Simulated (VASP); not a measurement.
# Hg (C2/m) in VASP: reference runs, part 2 of 2

VASP 6.6.1. Earlier steps stand in the parts before.

### Step 4. Equation of state, PBE, 30.87 Å³/atom (volume scaled by 0.94)

File INCAR:

```
PREC = Accurate
ENCUT = 520
EDIFF = 1E-7
ISMEAR = -1
SIGMA = 0.05
LREAL = F
LASPH = T
NELM = 100
ALGO = Normal
ISIF = 2
LWAVE = F
LCHARG = F
GGA = PE
NBANDS = 12
```

File KPOINTS:

```
Automatic mesh
0
Gamma
  9 9 9
```

File POSCAR:

```
Hg
1.0
    2.0809528855     -2.6180246879      0.0000000000
    2.0809528855      2.6180246879      0.0000000000
   -2.0719508028      0.0000000000      2.8331579683
Hg
1
Direct
    0.0000000000      0.0000000000      0.0000000000
```

Potentials or basis: VASP PAW PBE potentials, release 64 (Hg).

Launch:

```bash
$ cat potpaw_PBE.64/Hg/POTCAR > POTCAR
$ mpirun -np 1 vasp_std > vasp.out
```

OUTCAR:

```text
PREC = Accurate
   ENCUT = 520
   EDIFF = 1E-7
   ISMEAR = -1
   LREAL = F
   LASPH = T
   NELM = 100
   ISIF = 2
   GGA = PE

 ion  position               nearest neighbor table
   1  0.000  0.000  0.000-

  LATTYP: Found a base centered monoclinic cell.
 ALAT       =     4.1619057710
 B/A-ratio  =     1.2580893619
 C/A-ratio  =     0.8433521464
 COS(beta)  =    -0.5903074188

  Lattice vectors:

 A1 = (   2.0809528855,  -2.6180246879,   0.0000000000)
 A2 = (   2.0809528855,   2.6180246879,   0.0000000000)
 A3 = (  -2.0719508028,   0.0000000000,   2.8331579683)

Analysis of symmetry for initial positions (statically):
=====================================================================
 Subroutine PRICEL returns:
 Original cell was already a primitive cell.

 Routine SETGRP: Setting up the symmetry group for a
 base centered monoclinic supercell.

 Subroutine GETGRP returns: Found  4 space group operations
 (whereof  4 operations were pure point group operations)
 out of a pool of  4 trial point group operations.

The static configuration has the point symmetry C_2h.

Analysis of symmetry for dynamics (positions and initial velocities):
=====================================================================
 Subroutine PRICEL returns:
 Original cell was already a primitive cell.

 Routine SETGRP: Setting up the symmetry group for a
 base centered monoclinic supercell.

 Subroutine GETGRP returns: Found  4 space group operations
 (whereof  4 operations were pure point group operations)
 out of a pool of  4 trial point group operations.

The dynamic configuration has the point symmetry C_2h.

 Subroutine INISYM returns: Found  4 space group operations
 (whereof  4 operations are pure point group operations),
 and found     1 'primitive' translations

----------------------------------------------------------------------------------------

[... 142 lines left out ...]
   LHFCALC =     F    Hartree Fock is set to
   AEXX    =    0.0000 exact exchange contribution
   IVDW    =     0    specifies the selected vdW correction
   LEPSILON=     F    determine dielectric tensor
   LRPA    =     F    only Hartree local field effects (RPA)
 non-spin polarized calculation
  energy-cutoff  :      520.00
  volume of cell :       30.87
 maximum number of plane-waves:       848
 NGX is ok and might be reduce to    28
   NGX = 13   NGY = 13   NGZ = 13

 number of electron      12.0000002 magnetization

 Free energy of the ion-electron system (eV)
  ---------------------------------------------------
  ext. energy  EPLUGINS =         0.00000000
  ---------------------------------------------------
  free energy    TOTEN  =        -0.17772719 eV

  energy without entropy =       -0.17561408  energy(sigma->0) =       -0.17667063

 E-fermi :   0.8546     XC(G=0):  -9.4206

 val. band max:        0.8520075456   @ k =   0.4444   0.1111   0.4444
 cond. band min:       0.9409723939   @ k =  -0.3333   0.4444   0.4444
 fundamental gap:      0.0889648483
 Fermi energy:         0.8545956105

 k-point     1 :       0.0000    0.0000    0.0000
  band No.  band energies     occupation
      1      -6.2086      2.00000
      2      -5.6436      2.00000
      3      -5.3996      2.00000
      4      -5.3693      2.00000
      5      -5.0159      2.00000
      6      -4.8802      2.00000
      7      13.3547      0.00000
      8      13.5277      0.00000
      9      13.8553      0.00000
     10      14.6810      0.00000
     11      14.9856      0.00000
     12      17.3268      0.00000
[... 571 lines left out ...]
 k-point    40 :      -0.3333    0.1111    0.1111
  band No.  band energies     occupation
      1      -5.5621      2.00000
      2      -5.5235      2.00000
      3      -5.3249      2.00000
      4      -5.0008      2.00000
      5      -4.9975      2.00000
      6      -4.0889      2.00000
      7       6.7760      0.00000
      8       8.8645      0.00000
      9      10.5752      0.00000
     10      16.1117      0.00000
     11      16.2174      0.00000
     12      16.6175      0.00000

 [... further k-points ...]

------------------------ aborting loop because EDIFF is reached ----------------------------------------

  FORCE on cell =-STRESS in cart. coord.  units (eV):
  Direction    XX          YY          ZZ          XY          YZ          ZX
  --------------------------------------------------------------------------------------
  -------------------------------------------------------------------------------------
  Total       -0.1473516      0.0076520     -0.1263386      0.0000000      0.0000000     -0.0013721
  in kB       -7.6476609      0.3971450     -6.5570732      0.0000000      0.0000000     -0.0712133
  external PRESSURE =      -4.6025297 kB  Pullay stress =       0.0000000 kB

 VOLUME and BASIS-vectors are now :
 -----------------------------------------------------------------------------
  energy-cutoff  :      520.00
  volume of cell :       30.87
      direct lattice vectors                 reciprocal lattice vectors
     2.080952885 -2.618024688  0.000000000     0.240274541 -0.190983684  0.175718062
     2.080952885  2.618024688  0.000000000     0.240274541  0.190983684  0.175718062
    -2.071950803  0.000000000  2.833157968     0.000000000  0.000000000  0.352963023

 POSITION                                       TOTAL-FORCE (eV/Angst)
 -----------------------------------------------------------------------------------
      0.00000      0.00000      0.00000         0.000000      0.000000      0.000000
 -----------------------------------------------------------------------------------
    total drift:                                0.000000      0.000000      0.000000

  FREE ENERGIE OF THE ION-ELECTRON SYSTEM (eV)
  ---------------------------------------------------
  free  energy   TOTEN  =        -0.1777271911 eV

  energy  without entropy=       -0.1756140773  energy(sigma->0) =       -0.17667063
```

stdout:

```text
POSCAR found type information on POSCAR Hg
 POSCAR found :  1 types and       1 ions
 scaLAPACK will be used
 LDA part: xc-table for (Slater+PW92), standard interpolation
 POSCAR, INCAR and KPOINTS ok, starting setup
 FFT: planning ... GRIDC
 FFT: planning ... GRID_SOFT
 FFT: planning ... GRID
 WAVECAR not read
 entering main loop
```

It took 74 s on 1 thread of AMD EPYC 7R13 (Zen 3), shared host; peak memory 0.18 GiB.

Results:

* Free energy: -0.1777 eV
* Pressure: -0.5 GPa
* Band gap on the k mesh: none (metal or under the smearing width)

### Step 5. Equation of state, PBE, 31.53 Å³/atom (volume scaled by 0.96)

File INCAR:

```
SYSTEM = Hg
ALGO = Normal ; EDIFF = 1E-7
ENCUT = 520 ; GGA = PE
ISIF = 2 ; ISMEAR = -1
LASPH = .True. ; LCHARG = .False.
LREAL = .False. ; LWAVE = .False.
NBANDS = 12 ; NELM = 80
PREC = Accurate ; SIGMA = 0.05
```

File KPOINTS:

```
k-points
0
Gamma
  9 9 9
  0 0 0
```

File POSCAR:

```
Hg
1.0
    2.0956079662     -2.6364620889      0.0000000000
    2.0956079662      2.6364620889      0.0000000000
   -2.0865424864      0.0000000000      2.8531104423
Hg
1
Direct
    0.0000000000      0.0000000000      0.0000000000
```

Launch:

```bash
$ cat potpaw_PBE.64/Hg/POTCAR > POTCAR
$ mpirun -np 1 vasp_std > vasp.out
```

Wall time 80 s (1 thread of AMD EPYC 7R13 (Zen 3), shared host); peak memory 0.18 GiB.

The run converged. Its results:

* Free energy: -0.1761 eV
* Pressure: -0.5 GPa
* Band gap on the k mesh: none (metal or under the smearing width)

### Step 6. Equation of state, PBE, 32.18 Å³/atom (volume scaled by 0.98)

File INCAR:

```
PREC     = Accurate       # precision mode
ENCUT    = 520            # plane-wave cutoff, eV
EDIFF    = 1E-7           # SCF threshold, eV
ISMEAR   = -1             # smearing method
SIGMA    = 0.05           # smearing width, eV
LREAL    = False          # projectors in reciprocal space
LASPH    = True           # aspherical terms in the spheres
NELM     = 100            # most SCF steps
ALGO     = Normal         # electronic algorithm
ISIF     = 2              # what is computed and relaxed
LWAVE    = False          # write WAVECAR
LCHARG   = False          # write CHGCAR
GGA      = PE             # functional
NBANDS   = 12             # bands
```

File KPOINTS:

```
Automatic mesh
0
Gamma
  9 9 9
```

File POSCAR:

```
Hg
1.0
    2.1100608916     -2.6546451607      0.0000000000
    2.1100608916      2.6546451607      0.0000000000
   -2.1009328893      0.0000000000      2.8727876879
Hg
1
Direct
    0.0000000000      0.0000000000      0.0000000000
```

Potentials or basis: VASP PAW PBE potentials, release 64 (Hg).

Launch:

```bash
$ cat potpaw_PBE.64/Hg/POTCAR > POTCAR
$ mpirun -np 1 vasp_std > vasp.out
```

Run time: 73 s. Hardware: 1 thread of AMD EPYC 7R13 (Zen 3), shared host; peak memory 0.18 GiB.

Results (log left out):

| Quantity | Value |
| --- | --- |
| Free energy | -0.1743 eV |
| Pressure | -0.5 GPa |
| Band gap on the k mesh | none (metal or under the smearing width) |

### Step 7. Equation of state, PBE, 33.50 Å³/atom (volume scaled by 1.02)

File INCAR:

```
  ALGO = Normal
  EDIFF = 1E-7
  ENCUT = 520
  GGA = PE
  ISIF = 2
  ISMEAR = -1
  LASPH = T
  LCHARG = F
  LREAL = F
  LWAVE = F
  NBANDS = 12
  NELM = 100
  PREC = Accurate
  SIGMA = 0.05
```

File KPOINTS:

```
k-points
0
Gamma
  9 9 9
```

File POSCAR:

```
Hg
1.0
    2.1383872367     -2.6902822340      0.0000000000
    2.1383872367      2.6902822340      0.0000000000
   -2.1291366962      0.0000000000      2.9113531983
Hg
1
Direct
    0.0000000000      0.0000000000      0.0000000000
```

Launch:

```bash
$ cat potpaw_PBE.64/Hg/POTCAR > POTCAR
$ mpirun -np 1 vasp_std > vasp.out
```

Wall time 59 s (1 thread of AMD EPYC 7R13 (Zen 3), shared host); peak memory 0.18 GiB.

Results (log left out):

* Free energy: -0.1705 eV
* Pressure: -0.5 GPa
* Band gap on the k mesh: none (metal or under the smearing width)

### Step 8. Equation of state, PBE, 34.15 Å³/atom (volume scaled by 1.04)

File INCAR:

```
PREC     = Accurate       # precision mode
ENCUT    = 520            # plane-wave cutoff, eV
EDIFF    = 1E-7           # SCF threshold, eV
ISMEAR   = -1             # smearing method
SIGMA    = 0.05           # smearing width, eV
LREAL    = F              # projectors in reciprocal space
LASPH    = T              # aspherical terms in the spheres
NELM     = 100            # most SCF steps
ALGO     = Normal         # electronic algorithm
ISIF     = 2              # what is computed and relaxed
LWAVE    = F              # write WAVECAR
LCHARG   = F              # write CHGCAR
GGA      = PE             # functional
NBANDS   = 12             # bands
```

File KPOINTS:

```
regular mesh
0
Gamma
  9 9 9
```

File POSCAR:

```
Hg
1.0
    2.1522732572     -2.7077520887      0.0000000000
    2.1522732572      2.7077520887      0.0000000000
   -2.1429626466      0.0000000000      2.9302586189
Hg
1
Direct
    0.0000000000      0.0000000000      0.0000000000
```

Launch:

```bash
$ cat potpaw_PBE.64/Hg/POTCAR > POTCAR
$ mpirun -np 1 vasp_std > vasp.out
```

Run time: 77 s. Hardware: 1 thread of AMD EPYC 7R13 (Zen 3), shared host; peak memory 0.18 GiB.

The run converged. Its results:

| Item | Value |
| --- | --- |
| Free energy | -0.1687 eV |
| Pressure | -0.5 GPa |
| Band gap on the k mesh | none (metal or under the smearing width) |

### Step 9. Equation of state, PBE, 34.81 Å³/atom (volume scaled by 1.06)

File INCAR:

```
SYSTEM = Hg
ALGO = Normal
EDIFF = 1E-7
ENCUT = 520
GGA = PE
ISIF = 2
ISMEAR = -1
LASPH = .True.
LCHARG = .False.
LREAL = .False.
LWAVE = .False.
NBANDS = 12
NELM = 60
PREC = Accurate
SIGMA = 0.05
```

File KPOINTS:

```
k-points
0
Gamma
  9 9 9
  0 0 0
```

File POSCAR:

```
Hg
1.0
    2.1659823737     -2.7249993823      0.0000000000
    2.1659823737      2.7249993823      0.0000000000
   -2.1566124582      0.0000000000      2.9489231898
Hg
1
Direct
    0.0000000000      0.0000000000      0.0000000000
```

Potentials or basis: VASP PAW PBE potentials, release 64 (Hg).

Launch:

```bash
$ cat potpaw_PBE.64/Hg/POTCAR > POTCAR
$ mpirun -np 1 vasp_std > vasp.out
```

Wall time 74 s (1 thread of AMD EPYC 7R13 (Zen 3), shared host); peak memory 0.19 GiB.

The run converged. Its results:

```yaml
Free_energy: -0.1668 eV
Pressure: -0.6 GPa
Band_gap_on_the_k_mesh: none (metal or under the smearing width)
```

### Step 10. Equation of state, PBE

Potentials or basis: VASP PAW PBE potentials, release 64 (Hg).

No new run: the results of the series are fitted here.

Results:

```yaml
Equilibrium_volume: outside the volumes run
```

Energy against volume, from the lowest point:
```csv
volume (Å³/atom),energy (meV/atom)
30.870,0.00
31.527,1.75
32.184,3.54
32.840,5.45
33.497,7.17
34.154,8.80
34.811,10.58
```

### Step 11. Summary

| task | cell | gap on the mesh (eV) | pressure (GPa) |
| --- | --- | --- | --- |
| single point | as given | none | -0.5 |
| single point | cell strained at random at fixed volume | none | -0.6 |
| equation of state | as given | - | - |

Alike in all rows: level PBE; potentials or basis VASP PAW PBE potentials, release 64 (Hg); no spin polarisation; k mesh 9 × 9 × 9; cutoff (eV) 520; smearing fermi-dirac 0.05 eV.

Total energies depend on the potentials used, so only differences within one code and one set of settings carry meaning.
